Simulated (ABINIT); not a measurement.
**Moving the functional in PtTe**

Symmetry: P6_3/mmc, No. 194, hexagonal system. Conventional cell: a = 4.263 Å, b = 4.263 Å, c = 5.662 Å, α = 90.00°, β = 90.00°, γ = 120.00°. Pt (site symmetry -3m) has 2 Pt at 2.83 Å and 6 Te at 2.84 Å as nearest neighbours. Around Te (site symmetry -6m2) lie 6 Pt at 2.84 Å.

Measurements of this composition are mostly on another form, of space group No. 166.

Kept alike: task band structure; k mesh 7 × 7 × 5; occupations fermi-dirac, width 0.05 eV; no spin polarisation. Program: ABINIT, potentials by row: JTH PAW LDA v2.0 (LDA); PseudoDojo NC SR PBEsol v0.4.1 standard (PBEsol). Cutoffs run from 435 to 1143 eV. The mesh is that of the run's cell of 4 atoms. No spin-orbit coupling.

| functional | pressure (GPa) |
| --- | --- |
| LDA | -6.32 |
| PBEsol | -4.63 |

Pressure is positive in compression; the values hold the error of the finite cutoff, so their zero can differ a little from the energy's minimum. For a metal such a mesh leaves the last digits unconverged. Runs of this series that gave no sound value for these columns are left out.

The pressure runs from -6.32 (LDA) to -4.63 GPa (PBEsol). A positive pressure means that the functional's own cell is larger than the one given, a negative one that it is smaller.
